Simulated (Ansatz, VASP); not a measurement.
# Ba: VASP beside Ansatz

INCAR

```
PREC     = Accurate       # precision mode
ENCUT    = 520            # plane-wave cutoff, eV
EDIFF    = 1E-7           # SCF threshold, eV
ISMEAR   = -1             # smearing method
SIGMA    = 0.05           # smearing width, eV
LREAL    = F              # projectors in reciprocal space
LASPH    = T              # aspherical terms in the spheres
NELM     = 80             # most SCF steps
ALGO     = Normal         # electronic algorithm
ISIF     = 2              # what is computed and relaxed
LWAVE    = F              # write WAVECAR
LCHARG   = F              # write CHGCAR
GGA      = PE             # functional
NBANDS   = 11             # bands
```

The input KPOINTS:

```
regular mesh
0
Gamma
  7 7 7
```

POSCAR

```
Ba
1.0
    0.0000000000      3.2752049470      3.2752049470
    3.2752049470      0.0000000000      3.2752049470
    3.2752049470      3.2752049470      0.0000000000
Ba
1
Direct
    0.0000000000      0.0000000000      0.0000000000
```

The input input.yaml:

```yaml
crystal:
  lattice:
    - [0.0, 3.275204947, 3.275204947]
    - [3.275204947, 0.0, 3.275204947]
    - [3.275204947, 3.275204947, 0.0]
  atoms:
    - { symbol: Ba, position: [0.0, 0.0, 0.0] }
hamiltonian:
  xc: pbe
  pseudopotentials: { kind: paw }
kpoints:
  mp_grid: { grid: [7, 7, 7] }
scf:
  occupations: { method: fermi_dirac, width: 0.05 }
output:
  forces: true
  stress: true
  eigenvalues: true
  write_density: true
  write_potential: true
  elf: true
  volumetric_format: npy
```

Change from the starting cell: volume scaled by 1.04.

Alike in both runs: task single point; functional PBE; k mesh 7 × 7 × 7; occupations fermi-dirac, width 0.05 eV; no spin polarisation.

|  | VASP | Ansatz |
| --- | --- | --- |
| version | VASP 6.6.1 | Ansatz 0.2.0 |
| potentials or method | VASP PAW PBE potentials, release 64 (Ba_sv) | Ansatz PAW |
| plane-wave cutoff (eV) | 520 | 420 |
| valence electrons in the cell | 10 | 10 |

|  | VASP | Ansatz | Ansatz less VASP |
| --- | --- | --- | --- |
| gap on the k mesh at the Fermi level (eV) | none | none | - |
| pressure (GPa) | -0.6 | -0.6 | -0.03 |

A gap of «none» marks a metal or a gap that the smearing closes. With one functional, cell and mesh, what is left measures potentials, basis and numerics.

The runs have no spin-orbit coupling, so splittings on Ba are missing.
